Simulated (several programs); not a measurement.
**Many methods on one cell: LiCl (wurtzite)**

LiCl built on the wurtzite prototype, relaxed with r2SCAN in Ansatz, was computed with several methods. Space group P6_3mc (No. 186), hexagonal; conventional cell a = 3.894 Å, c = 6.224 Å, 20.44 Å³ an atom. Li is surrounded by 4 Cl at 2.37 Å; Cl is surrounded by 4 Li at 2.37 Å. Simulation only: spin-unpolarised, and no claim that this is the phase found in nature.

```yaml
crystal:
  lattice:
    - [3.89418, 0.00000, 0.00000]
    - [-1.94709, 3.37246, 0.00000]
    - [0.00000, 0.00000, 6.22446]
  atoms:
    - { symbol: Li, position: [0.33333, 0.66667, 0.99687] }
    - { symbol: Li, position: [0.66667, 0.33333, 0.49687] }
    - { symbol: Cl, position: [0.33333, 0.66667, 0.37813] }
    - { symbol: Cl, position: [0.66667, 0.33333, 0.87813] }
```

Gaps and times are for a single point on this cell; volume and bulk modulus come from each method's own relaxation or energy curve at fixed shape, which is too stiff where a cell has free coordinates or axes. Times are rough, from shared hosts (Arm Neoverse V1; Intel Xeon 6975P-C), and each method has its own mesh and cell size. A double dagger marks a value from a curve with shape and coordinates held. A star marks a curve whose lowest point is an end point. PM6 (MOPAC), PM7 (MOPAC), GFN1-xTB (tblite), GFN2-xTB (tblite) treat a cluster of cells at its zone centre, which samples few k points: where these miss a band edge, the gap comes out too large for that reason alone. Gaps from k meshes are read at a limited set of points (mesh, symmetry points, PBE's band edges), so each method's own least gap may be somewhat smaller. Force fields have no electrons; where one was fitted to this phase, its volume and modulus reflect the fit. xTB and the PM methods were fitted mostly to molecules, and can miss a solid's gap by electronvolts. Minimal bases can be far off for gaps. Times of the plane-wave rungs are withheld (a dash), since they come from other jobs, hosts and meshes; the meshes of hybrids and Hartree-Fock don't converge their gaps to the digits shown. GLLB-SC's gap includes the derivative discontinuity. G0W0 is at finite bands, cutoff and mesh. d marks a direct gap, i an indirect one (no mark: not told apart), a dash a value that wasn't computed or didn't pass its checks.

```csv
method,kind,gap (eV),own volume (Å³/atom),bulk modulus (GPa),atoms computed,processor time
ffield.eim (LAMMPS),force field,–,–,–,4,0.13 s
"light PBE (260 eV, its own mesh)",light plane-wave,6.01 d,21.02‡,25‡,4,1.7 s
GFN1-xTB (tblite),tight binding,4.04,18.23*‡,–,cluster,4.4 s
PM7 (MOPAC),semi-empirical,7.67,–,–,cluster,6 s
PM6 (MOPAC),semi-empirical,11.42,–,–,cluster,6.6 s
GFN2-xTB (tblite),tight binding,4.43,–,–,cluster,7.5 s
PBE,semilocal,6.02 d,20.98,24‡,4,–
PBE/single zeta (GPAW),small basis,5.08 d,–,–,4,11 s
PBE/SZV (CP2K),small basis,5.27 d,22.62*‡,–,4,11 s
r2SCAN,semilocal,6.68 d,20.44,26‡,4,–
PBE/DZVP (CP2K),small basis,5.92 d,21.22‡,23‡,4,24 s
GLLB-SC (GPAW),model potential,10.21,–,–,4,46 s
G0W0@r2SCAN (140 eV screening cutoff),many-body,9.09,–,–,4,–
G0W0@PBE (210 eV screening cutoff),many-body,8.82,–,–,4,–
```

Against r2SCAN (6.68 eV) the nearest gap at the points sampled is that of PBE (-0.66 eV) and the farthest that of PM6 (MOPAC) (+4.74 eV). r2SCAN is only a yardstick of convenience: semilocal gaps usually lie below measured ones, which GLLB-SC and hybrids aim to mend.

Volumes against r2SCAN's: PBE +2.7 %.
